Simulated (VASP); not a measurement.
# SiC (Moissanite 3C) (F-43m) in VASP: notebook, part 2 of 2

VASP 6.6.1. Earlier steps stand in the parts before.

## 5. Single point, PBE

Contents of INCAR:

```
ALGO = Normal ; EDIFF = 1E-6
ENCUT = 520 ; GGA = PE
ISIF = 2 ; ISMEAR = 0
KPAR = 4 ; LASPH = T
LCHARG = F ; LREAL = F
LWAVE = F ; NBANDS = 11
NELM = 80 ; PREC = Accurate
SIGMA = 0.03
```

Contents of KPOINTS:

```
k-points
0
Gamma
  8 8 8
```

Contents of POSCAR:

```
SiC
1.0
    0.0000000000      2.1790000000      2.1790000000
    2.1790000000      0.0000000000      2.1790000000
    2.1790000000      2.1790000000      0.0000000000
Si C
1 1
Direct
    0.0000000000      0.0000000000      0.0000000000
    0.2500000000      0.2500000000      0.2500000000
```

Potentials or basis: VASP PAW PBE potentials, release 64 (Si, C).

Launch:

```console
$ cat potpaw_PBE.64/Si/POTCAR potpaw_PBE.64/C/POTCAR > POTCAR
$ mpirun -np 4 vasp_std > vasp.out
```

OUTCAR:

```text
EDIFF = 1E-6
   ENCUT = 520
   GGA = PE
   ISIF = 2
   ISMEAR = 0
   LASPH = T
   LREAL = F
   NELM = 80
   PREC = Accurate

 ion  position               nearest neighbor table
   1  0.000  0.000  0.000-   2 1.89   2 1.89   2 1.89   2 1.89
   2  0.250  0.250  0.250-   1 1.89   1 1.89   1 1.89   1 1.89

  LATTYP: Found a face centered cubic cell.
 ALAT       =     4.3580000000

  Lattice vectors:

 A1 = (   0.0000000000,   2.1790000000,   2.1790000000)
 A2 = (   2.1790000000,   0.0000000000,   2.1790000000)
 A3 = (   2.1790000000,   2.1790000000,   0.0000000000)

Analysis of symmetry for initial positions (statically):
=====================================================================
 Subroutine PRICEL returns:
 Original cell was already a primitive cell.

 Routine SETGRP: Setting up the symmetry group for a
 face centered cubic supercell.

 Subroutine GETGRP returns: Found 24 space group operations
 (whereof 24 operations were pure point group operations)
 out of a pool of 48 trial point group operations.

The static configuration has the point symmetry T_d .

Analysis of symmetry for dynamics (positions and initial velocities):
[... 173 lines left out ...]
      5      14.3417      0.00000
      6      15.4145      0.00000
      7      15.4145      0.00000
      8      15.4145      0.00000
      9      22.6136      0.00000
     10      22.6136      0.00000
     11      24.5877      0.00000
[... 309 lines left out ...]
 k-point    24 :      -0.3750    0.2500    0.1250
  band No.  band energies     occupation
      1      -3.0808      2.00000
      2       0.2814      2.00000
      3       4.4003      2.00000
      4       5.8502      2.00000
      5      13.3556      0.00000
      6      15.3834      0.00000
      7      18.2568      0.00000
      8      19.1086      0.00000
      9      21.5308      0.00000
     10      24.3305      0.00000
     11      27.4349      0.00000

 [... further k-points ...]

------------------------ aborting loop because EDIFF is reached ----------------------------------------

  FORCE on cell =-STRESS in cart. coord.  units (eV):
  Direction    XX          YY          ZZ          XY          YZ          ZX
  --------------------------------------------------------------------------------------
  -------------------------------------------------------------------------------------
  Total        0.4157255      0.4157255      0.4157255     -0.0000000      0.0000000     -0.0000000
  in kB       32.1895996     32.1895996     32.1895996     -0.0000000      0.0000000     -0.0000000
  external PRESSURE =      32.1895996 kB  Pullay stress =       0.0000000 kB

 VOLUME and BASIS-vectors are now :
 -----------------------------------------------------------------------------
  energy-cutoff  :      520.00
  volume of cell :       20.69
      direct lattice vectors                 reciprocal lattice vectors
     0.000000000  2.179000000  2.179000000    -0.229463056  0.229463056  0.229463056
     2.179000000  0.000000000  2.179000000     0.229463056 -0.229463056  0.229463056
     2.179000000  2.179000000  0.000000000     0.229463056  0.229463056 -0.229463056

 POSITION                                       TOTAL-FORCE (eV/Angst)
 -----------------------------------------------------------------------------------
      0.00000      0.00000      0.00000         0.000000      0.000000      0.000000
      1.08950      1.08950      1.08950        -0.000000     -0.000000     -0.000000
 -----------------------------------------------------------------------------------
    total drift:                                0.000000      0.000000      0.000000

  FREE ENERGIE OF THE ION-ELECTRON SYSTEM (eV)
  ---------------------------------------------------
  free  energy   TOTEN  =       -15.0566646327 eV

  energy  without entropy=      -15.0566646327  energy(sigma->0) =      -15.05666463
```

OSZICAR:

```text
N       E                     dE             d eps       ncg     rms          rms(c)
DAV:   1     0.446278138401E+01    0.44628E+01   -0.40555E+03   654   0.613E+02
DAV:   2    -0.162642716183E+02   -0.20727E+02   -0.19947E+02   835   0.113E+02
DAV:   3    -0.169099431544E+02   -0.64567E+00   -0.64446E+00   782   0.166E+01
DAV:   4    -0.169124913614E+02   -0.25482E-02   -0.25480E-02   736   0.132E+00
DAV:   5    -0.169125033729E+02   -0.12011E-04   -0.12011E-04   776   0.833E-02    0.881E+00
DAV:   6    -0.151141084380E+02    0.17984E+01   -0.64933E+00   713   0.114E+01    0.390E+00
DAV:   7    -0.150641613214E+02    0.49947E-01   -0.38170E-01   767   0.353E+00    0.178E+00
DAV:   8    -0.150564391705E+02    0.77222E-02   -0.20160E-02   722   0.946E-01    0.171E-01
DAV:   9    -0.150565516775E+02   -0.11251E-03   -0.16025E-03   796   0.229E-01    0.113E-01
DAV:  10    -0.150566620233E+02   -0.11035E-03   -0.23400E-04   716   0.931E-02    0.257E-02
DAV:  11    -0.150566642124E+02   -0.21891E-05   -0.41039E-05   764   0.331E-02    0.689E-03
DAV:  12    -0.150566646327E+02   -0.42034E-06   -0.18277E-06   539   0.821E-03
   1 F= -.15056665E+02 E0= -.15056665E+02  d E =-.360046E-14
```

It took 1.7 s on 4 MPI ranks of Intel Xeon 6975P-C (Granite Rapids), shared host; peak memory 0.12 GiB.

Results:

| Property | Result |
| --- | --- |
| Free energy | -15.0567 eV |
| Pressure | 3.2 GPa |
| Band gap on the k mesh | 1.36 eV, indirect (least direct gap 4.54 eV) |

Levels at points of the mesh, in eV from the valence-band top:
```csv
k point,band 1,band 2,band 3,band 4,band 5,band 6,band 7,band 8
"(0.00, 0.00, 0.00)",-15.40,0.00,0.00,0.00,6.23,7.31,7.31,7.31
"(0.50, 0.00, 0.00)",-11.84,-8.53,-1.05,-1.05,5.43,7.23,7.23,10.05
"(0.50, 0.50, 0.00)",-10.39,-7.80,-3.19,-3.19,1.36,4.32,14.03,14.03
```

## 6. Overview

| task | level | cell | k mesh | cutoff (eV) | gap on the mesh (eV) | pressure (GPa) |
| --- | --- | --- | --- | --- | --- | --- |
| relaxation of the atoms | PBE+D3(BJ) | atoms relaxed from: a relaxed cell with its volume scaled by 1.06 | 10 × 10 × 10 | 600 | 1.40 | -11.5 |
| relaxation of cell and atoms | PBE | relaxed | 10 × 10 × 10 | 600 | 1.37 | 0.0 |
| single point | PBE | F-43m, 10.35 Å³/atom | 8 × 8 × 8 | 520 | 1.36 | 3.2 |

Alike in all rows: potentials or basis VASP PAW PBE potentials, release 64 (Si, C); no spin polarisation; smearing gaussian 0.03 eV.

Caveats: the relaxation stopped at its first step, so nothing moved (some runs).

Total energies depend on the potentials used, so only differences within one code and one set of settings carry meaning.

## 7. Comparison with measurements

Step 5. Measured gap of SiC: 2.4 eV (indirect; quoted in “Insight into the structural, elastic and electronic properties of a new orthorhombic 6O-SiC polytype”, 2020, pmc:7200658). This calculation gives 1.36 eV (-1.04 eV). The value is that of PBE on a finite k mesh, which can miss the band edges, without temperature or zero-point motion. Semilocal functionals fall short of measured gaps as a rule.
